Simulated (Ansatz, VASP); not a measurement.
## B in VASP and in Ansatz

```
B
1.0
     3.74283    0.00000    0.00000
     0.00000    3.74283    0.00000
     0.00000    0.00000    3.74283
B
8
Direct
  0.00000 0.00000 0.00000
  0.50000 0.50000 0.50000
  0.25000 0.00000 0.50000
  0.75000 0.00000 0.50000
  0.50000 0.25000 0.00000
  0.50000 0.75000 0.00000
  0.00000 0.50000 0.25000
  0.00000 0.50000 0.75000
```

The cell was built by a generator and needn't be a form met in nature.

Alike in both runs: task relaxation of cell and atoms; functional BLYP; k mesh 7 × 7 × 7; occupations fermi-dirac, width 0.1 eV; no spin polarisation.

|  | VASP | Ansatz |
| --- | --- | --- |
| version | VASP 6.6.1 | Ansatz 0.2.0 |
| potentials or method | VASP PAW PBE potentials, release 64 (B) | plane waves (420 eV) with PAW, scalar-relativistic |
| plane-wave cutoff (eV) | 600 | 420 |
| valence electrons in the cell | 24 | 24 |

```csv
,VASP,Ansatz,Ansatz less VASP
relaxed volume (Å³/atom),6.39,6.39,+0.001
relaxed cell length with the largest relative difference (Å),3.712,3.712,+0.0002
energy change over the relaxation (meV/atom),-3,-2,0.0
```

Caveats: the PAW data sets were made with another functional, which shifts forces and pressure a little (VASP).
